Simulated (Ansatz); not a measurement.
# CdS (Hawleyite) (F-43m) in Ansatz: a series of runs

The runs below take CdS (Hawleyite) through single point, relaxation of cell and atoms, with PBE, PBE+D3(BJ), PBE+D4.

Program: Ansatz 0.2.0. These are calculated values, not measurements. Logs are shortened: lines on timing, memory, paths and dates and some standing lists are left out, and cuts for length are marked.

## 1. The crystal as given

The structure is cubic, space group F-43m (No. 216). Conventional cell: a = 5.833 Å, b = 5.833 Å, c = 5.833 Å, α = 90.00°, β = 90.00°, γ = 90.00°. Around Cd (site symmetry -43m) lie 4 S at 2.53 Å. S (site symmetry -43m) has 4 Cd at 2.53 Å as nearest neighbours.

## 2. Single point, PBE

Input file input.yaml:

```yaml
crystal:
  lattice:
    - [0.0, 2.9165, 2.9165]
    - [2.9165, 0.0, 2.9165]
    - [2.9165, 2.9165, 0.0]
  atoms:
    - { symbol: Cd, position: [0.0, 0.0, 0.0] }
    - { symbol: S, position: [0.75, 0.75, 0.75] }
hamiltonian:
  xc: pbe
  pseudopotentials: { kind: paw }
kpoints:
  mp_grid: { grid: [8, 8, 8] }
scf:
  occupations: { method: gaussian, width: 0.028 }
output:
  forces: true
  stress: true
  eigenvalues: true
```

Potentials or basis: Ansatz PAW.

Run with:

```bash
> ansatz run input.yaml --threads 2 --pin off --max-ram 5632MiB --backend cpu --events-out ev --progress --plain --runs-dir out
```

The program printed:

```text
Warning: RAYON_NUM_THREADS=2 ignored (pool sized by the plan → 2); use --threads N
Engine: ansatz 0.2.0, x86_64-unknown-linux-gnu
Pseudopotentials: kind: paw
Pseudopotential: Cd, paw, valence charge 20, recommended cutoff 420 eV (normal), Cd.paw.azcp
Pseudopotential: S, paw, valence charge 6, recommended cutoff 420 eV (normal), S.paw.azcp
Functional definition: PBE
  parameter kappa = 0.804
  parameter beta = 0.06672455060314922
  exchange = pbe_x(kappa = kappa, mu = beta*pi^2/3)
  correlation = pbe_c(beta = beta)
Crystal: 2 atoms, lattice volume = 49.615 Å³
Basis set: ecut = 420 eV, 941 PW (Γ), exchange–correlation on 60×60×60 points (8 copies of the dense FFT grid, shifted against one another)
Bands: 17, of which v1, the nominal top of the filled ones, is band 13 counted from 1 (12 counted from 0)
Symmetry: 24 space group operations
Space group: F-43m (ITA 216), of the structure as read, at distance tolerance 3.7e-5 Å
k-points: 29 of 512 (time reversal used)
Non-local potential: Cd, projectors of the file, l = 0: 3, l = 1: 2, l = 2: 2, l = 3: 1
Non-local potential: S, projectors of the file, l = 0: 2, l = 1: 2, l = 2: 2
PAW form: soft (Blöchl's): semilocal exchange-correlation on the pseudo side does not see the compensation charge
PAW one-centre angular grid: Cd, 590 points (default); XC on 64 Gauss nodes
PAW one-centre angular grid: S, 110 points (default); XC on 64 Gauss nodes
Initial density: superposition of atomic densities (neutral atoms: chi_scale 0, normalization atom), corrected by the library's trained network
Initial wavefunctions: pseudopotential atomic-orbital guess
Functional: x = pbe(κ = 0.804, μ = 0.2195149727645171), c = pbe(β = 0.06672455060314922)
SCF iter   1: F=—  HF=-9157.807100 eV  |F-HF|=—  |Δ(HF+E_count)|=         —  Δρ=5.91e-4  dr2=2.14e-4  ethr=1.77e-3  ⟨swp⟩=5.7  Hψ=2442  notcnv=0
preconditioner: auto → none  [insulator: Δε(μ)=1.140 eV  Ē_g=12.375 eV  σ=0.028 eV  W_gap=1.00  n_scr=14 (ndim 8)  ℏωp=22.4 eV  f_vac=0.128  D(μ)=0.00/eV (n_scr^D=0)  ε∞_Penn≈4.3]
SCF iter   2: F=—  HF=-9157.807777 eV  |F-HF|=—  |Δ(HF+E_count)|=   6.77e-4  Δρ=3.28e-4  dr2=3.08e-5  ethr=8.22e-7  ⟨swp⟩=2.5  Hψ=1143  notcnv=0
SCF iter   3: F=—  HF=-9157.807796 eV  |F-HF|=—  |Δ(HF+E_count)|=   1.94e-5  Δρ=1.16e-4  dr2=3.03e-6  ethr=1.19e-7  ⟨swp⟩=2.0  Hψ=725  notcnv=0
SCF iter   4: F=—  HF=-9157.807816 eV  |F-HF|=—  |Δ(HF+E_count)|=   1.95e-5  Δρ=3.24e-5  dr2=2.42e-7  ethr=1.17e-8  ⟨swp⟩=2.0  Hψ=754  notcnv=0
iter 5 did not close the SCF: its close was put off for the readings that it lacked (scf_convergence_deferred on its scf_iter line)
SCF iter   5: F=-9157.807818 eV  HF=-9157.807818 eV  |F-HF|=4.46e-8  |Δ(HF+E_count)|=   1.93e-6  Δρ=6.77e-6  dr2=3.25e-8  ethr=9.30e-10  ⟨swp⟩=2.0  Hψ=754  notcnv=0
SCF iter   6: F=-9157.807818 eV  HF=-9157.807818 eV  |F-HF|=2.53e-9  |Δ(HF+E_count)|=   5.87e-8  Δρ=2.90e-6  dr2=2.94e-9  ethr=1.25e-10  ⟨swp⟩=2.0  Hψ=1740  notcnv=0
SCF 1 converged in 6 iterations: F = -9157.807818 eV  dr2 = 2.94e-9
SCF converged after 6 iterations
Free energy (F): -9157.807818 eV
Harris-Foulkes:  -9157.807818 eV  (|F-HF|=2.53e-9)
Internal energy: -9157.807818 eV  (E = F + TS)
E sigma→0 (E₀):  -9157.807818 eV
Fermi energy:    7.483119 eV
--- Per-component energies (eV) ---
  E_band       = -506.649258
  E_kinetic    = 612.020542
  E_local      = -4012.146463  (includes V_loc(G=0)·N_el)
  E_nonlocal   = 62.144080
  E_hartree    = 1842.902181
  E_xc         = -273.989499
  E_vxc        = -309.242610  (∫ρ·V_xc dr)
  E_paw        = -4683.757376  (= ΣΔE_a)
  E_vpaw       = -545.228115  (= ΣTr[D̂ρ^β])
  E_aug_tail   = 0.000016  (compensation charges beyond the density's cutoff)
  E_ewald      = -2704.981299
  E_smearing   = -0.000000  (= −TS)
  E_closure    = -0.000000  (closes the sum)
  Σ components = -9157.807818   (vs F -9157.807818, Δ=0.00e0)
--- Forces (eV/Å), atoms counted from 1 ---
  atom   1  Cd    -0.00000000     0.00000000     0.00000000
  atom   2  S      0.00000000    -0.00000000     0.00000000
  max |Σ_I F_I| component: 1.20e-16 eV/Å
--- Stress (GPa, compression-positive) ---
        2.848215       0.000000      -0.000000
        0.000000       2.848215       0.000000
       -0.000000       0.000000       2.848215
  P = ⅓ Tr σ = 2.8482 GPa (28.482 kbar)
--- Band table (eV; the first three rows and the last of 29) ---
  k-point 0: bands = ["-94.3869", "-55.4595", "-55.4595", "-55.4595", "-5.4554", "-0.8114", "-0.8114", "-0.8114", "-0.3307", "-0.3307", "6.9100", "6.9100", "6.9100", "8.0555", "13.4359", "13.4359", "13.4359"]
  k-point 1: bands = ["-94.3869", "-55.4596", "-55.4595", "-55.4595", "-5.3931", "-0.7889", "-0.7889", "-0.7577", "-0.3318", "-0.3318", "5.8891", "6.7883", "6.7883", "8.8912", "13.1770", "13.6335", "13.6335"]
  k-point 2: bands = ["-94.3869", "-55.4598", "-55.4596", "-55.4596", "-5.2416", "-0.7401", "-0.7401", "-0.5648", "-0.3265", "-0.3265", "4.4215", "6.5140", "6.5140", "9.6900", "13.1823", "13.9385", "13.9385"]
  k-point 28: bands = ["-94.3869", "-55.4600", "-55.4599", "-55.4598", "-4.8976", "-0.5791", "-0.5584", "-0.3701", "-0.3236", "0.2991", "3.0144", "4.6477", "4.7261", "12.3343", "12.3387", "14.1342", "14.9414"]
```

Run time: 1.9 s. Hardware: 2 threads of Intel Xeon at 2.50GHz (Skylake/Cascade Lake), shared host; peak memory 0.34 GiB.

Results:

| Quantity | Value |
| --- | --- |
| Free energy | -9157.8078 eV |
| Pressure | 2.8 GPa |
| Band gap on the k mesh | 1.15 eV, direct |

## 3. Relaxation of cell and atoms, PBE+D3(BJ)

Edit input.yaml of step 2 so:

```diff
@@ -11,2 +11,3 @@
   pseudopotentials: { kind: paw }
+  dispersion: d3bj
 kpoints:
@@ -14,3 +15,3 @@
 scf:
-  occupations: { method: gaussian, width: 0.028 }
+  occupations: { method: fermi_dirac, width: 0.05 }
 output:
@@ -18,2 +19,5 @@
   stress: true
-  eigenvalues: true
+relax:
+  f_tol: 0.01
+  max_steps: 40
+  cell: { stress_tol: 0.05 }
```

Potentials or basis: Ansatz PAW.

Run with:

```bash
> ansatz run input.yaml --threads 2 --pin off --max-ram 5632MiB --backend cpu --events-out ev --progress --plain --runs-dir out
```

Run time: 6.8 s. Hardware: 2 threads of Intel Xeon at 2.50GHz (Skylake/Cascade Lake), shared host; peak memory 0.36 GiB.

It converged, with:

```yaml
Free_energy: -9158.4222 eV
Relaxed_volume: 25.05 Å³/atom
Relaxed_cell: a = 4.138 Å, b = 4.138 Å, c = 4.138 Å, α = 60.00°, β = 60.00°, γ = 60.00°
Space_group_after_relaxing_to_0.05_Å: F-43m (No. 216)
Energy_gained_by_relaxing: 0.5 meV/atom
Ionic_steps: 3
Pressure_after_relaxing: 0.0 GPa
Band_gap_on_the_k_mesh: 1.12 eV
```

Step by step:
| step | energy change (eV) | largest force (eV/Å) | volume (Å³) |
| --- | --- | --- | --- |
| 1 | 0.0000 | 0.0000 | 49.62 |
| 2 | -0.0009 | 0.0000 | 50.10 |
| 3 | -0.0010 | 0.0000 | 50.10 |

Final structure:
```
Cd S
1.0
     0.00000    2.92605    2.92605
     2.92605    0.00000    2.92605
     2.92605    2.92605    0.00000
Cd S
1 1
Cartesian
  0.0000 0.0000 0.0000
  4.3891 4.3891 4.3891
```

Caveat: the plane-wave basis is chosen anew once the cell has moved, so the energies of steps on either side of that aren't comparable. A hybrid or GW would open this gap; PBE tends to underestimate it.

## 4. Relaxation of cell and atoms, PBE+D4

Edit input.yaml of step 3 so:

```diff
@@ -11,3 +11,3 @@
   pseudopotentials: { kind: paw }
-  dispersion: d3bj
+  dispersion: d4
 kpoints:
```

Run with:

```bash
> ansatz run input.yaml --threads 2 --pin off --max-ram 5632MiB --backend cpu --events-out ev --progress --plain --runs-dir out
```

Wall time 7.2 s (2 threads of Intel Xeon at 2.50GHz (Skylake/Cascade Lake), shared host); peak memory 0.36 GiB.

It converged, with:

```
Free energy                            : -9158.4367 eV
Relaxed volume                         : 25.05 Å³/atom
Relaxed cell                           : a = 4.138 Å, b = 4.138 Å, c = 4.138 Å, α = 60.00°, β = 60.00°, γ = 60.00°
Space group after relaxing (to 0.05 Å) : F-43m (No. 216)
Energy gained by relaxing              : 0.5 meV/atom
Ionic steps                            : 3
Pressure after relaxing                : 0.0 GPa
Band gap on the k mesh                 : 1.12 eV
```

The path:
```csv
step,energy change (eV),largest force (eV/Å),volume (Å³)
1,0.0000,0.0000,49.62
2,-0.0009,0.0000,50.11
3,-0.0010,0.0000,50.11
```

Final structure:
```
CELL_PARAMETERS angstrom
0.00000 2.92609 2.92609
2.92609 0.00000 2.92609
2.92609 2.92609 0.00000
ATOMIC_POSITIONS crystal
Cd 0.00000 0.00000 0.00000
S 0.75000 0.75000 0.75000
```

Caveat: the plane-wave basis is chosen anew once the cell has moved, so the energies of steps on either side of that aren't comparable. Zero-point motion and thermal expansion aren't in these numbers.

## 5. The runs side by side

| task | level | cell | smearing | gap on the mesh (eV) | pressure (GPa) | relaxed volume (Å³/atom) |
| --- | --- | --- | --- | --- | --- | --- |
| single point | PBE | as given | gaussian 0.028 eV | 1.15 | 2.8 | - |
| relaxation of cell and atoms | PBE+D3(BJ) | relaxed | fermi-dirac 0.05 eV | 1.12 | 0.0 | 25.05 |
| relaxation of cell and atoms | PBE+D4 | relaxed | fermi-dirac 0.05 eV | 1.12 | 0.0 | 25.05 |

Alike in all rows: potentials or basis Ansatz PAW; no spin polarisation; k mesh 8 × 8 × 8; cutoff (eV) 420.

Caveats: the plane-wave basis is chosen anew once the cell has moved, so the energies of steps on either side of that aren't comparable (some runs).

Absolute energies hang on the potentials; compare differences alone.
